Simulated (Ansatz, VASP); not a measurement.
## SrCl2: VASP beside Ansatz

The input INCAR:

```
PREC = Accurate ; ENCUT = 520
EDIFF = 1E-7 ; ISMEAR = 0
SIGMA = 0.02 ; LREAL = F
LASPH = T ; NELM = 100
ALGO = Normal ; ISIF = 2
LWAVE = F ; LCHARG = F
GGA = PE ; NBANDS = 19
```

File KPOINTS:

```
Automatic mesh
0
Gamma
  6 6 6
```

Contents of POSCAR:

```
SrCl2
1.0
    0.0000000000      3.5882355512      3.5882355512
    3.5882355512      0.0000000000      3.5882355512
    3.5882355512      3.5882355512      0.0000000000
Sr Cl
1 2
Direct
    0.0000000000      0.0000000000      0.0000000000
    0.2500000000      0.2500000000      0.2500000000
    0.7500000000      0.7500000000      0.7500000000
```

Input for Ansatz:

```yaml
crystal:
  lattice:
    - [0.0, 3.5882355512, 3.5882355512]
    - [3.5882355512, 0.0, 3.5882355512]
    - [3.5882355512, 3.5882355512, 0.0]
  atoms:
    - { symbol: Sr, position: [0.0, 0.0, 0.0] }
    - { symbol: Cl, position: [0.25, 0.25, 0.25] }
    - { symbol: Cl, position: [0.75, 0.75, 0.75] }
basis:
  ecutwfc: 420
kpoints:
  mp_grid: { grid: [6, 6, 6] }
hamiltonian:
  xc: pbe
scf:
  occupations: { method: gaussian, width: 0.02 }
output:
  forces: true
  stress: true
  eigenvalues: true
```

Alike in both runs: task single point; functional PBE; k mesh 6 × 6 × 6; occupations gaussian, width 0.02 eV; no spin polarisation.

|  | VASP | Ansatz |
| --- | --- | --- |
| version | VASP 6.6.1 | Ansatz 0.2.0 |
| potentials or method | VASP PAW PBE potentials, release 64 (Sr_sv, Cl) | scalar-relativistic, plane waves, PAW |
| plane-wave cutoff (eV) | 520 | 420 |
| valence electrons in the cell | 24 | 24 |

|  | VASP | Ansatz | Ansatz less VASP |
| --- | --- | --- | --- |
| gap on the k mesh at the Fermi level (eV) | 5.02 | 5.02 | +0.003 |
| least direct gap on the mesh (eV) | 5.32 | 5.32 | +0.001 |
| pressure (GPa) | -1.6 | -1.7 | -0.05 |

The functional is the same, so the differences come from potentials, cutoffs and numerics.

A k mesh can miss the band edges. PBE gaps usually lie below the measured ones, often by a third to a half.
